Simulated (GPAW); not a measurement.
Set up this calculation in GPAW 26.7.0, as an ASE script.

```yaml
Task: single point
Functional: PBE
Potentials_or_basis: GPAW PAW data sets (gpaw-data 1.2.1)
Cutoff: 600 eV
Basis: pw
k_mesh: 8 × 8 × 8
Occupations: fermi-dirac, width 0.05 eV
Spin: no spin polarisation
Maxiter: 150
```

SnSe:

```
Sn Se
1.0
     0.00000    3.01000    3.01000
     3.01000    0.00000    3.01000
     3.01000    3.01000    0.00000
Sn Se
1 1
Direct
  0.00000 0.00000 0.00000
  0.50000 0.50000 0.50000
```

Measurements of this composition are mostly on another form, of space group No. 62.

These files were run (other wordings do the same):

run.py

```python
from ase import Atoms
from ase.dft.bandgap import bandgap
from ase.io import write
from ase.units import GPa
from gpaw import GPAW, PW

atoms = Atoms(['Sn', 'Se'],
              cell=[[0.0, 3.01, 3.01],
                    [3.01, 0.0, 3.01],
                    [3.01, 3.01, 0.0]],
              scaled_positions=[[0.0, 0.0, 0.0],
                                [0.5, 0.5, 0.5]],
              pbc=True)

calc = GPAW(mode=PW(600),
            xc='PBE',
            kpts={'size': (8, 8, 8), 'gamma': True},
            occupations={'name': 'fermi-dirac', 'width': 0.05},
            nbands=19,
            convergence={'density': 1e-05, 'energy': 1e-05},
            maxiter=150,
            txt='gpaw.txt')
atoms.calc = calc
energy = atoms.get_potential_energy()
forces = atoms.get_forces()
stress = atoms.get_stress()
calc.write('gs.gpw')
write('result.traj', atoms)
print(f'Energy: {energy:.6f} eV')
print('Forces (eV/A):')
print(forces.round(4))
print('Stress (GPa):', (stress / GPa).round(3))
print('Fermi level:', round(calc.get_fermi_level(), 4), 'eV')
print(f'Gap: {bandgap(calc)[0]:.4f} eV, direct: {bandgap(calc, direct=True)[0]:.4f} eV')
```

Potentials or basis: GPAW PAW data sets (gpaw-data 1.2.1), pw.

Run with:

```sh
$ OMP_NUM_THREADS=1 python run.py
```

Results of the run:

The pressure is 0.8 GPa and the band gap on the k mesh is 0.60 eV, direct.

Caveat: spin-orbit coupling is left out, which moves the levels of the heavy elements.

Run time: 8.9 s on 1 thread of AMD EPYC 9R14 (Zen 4), on a shared host, peak memory 0.17 GiB.
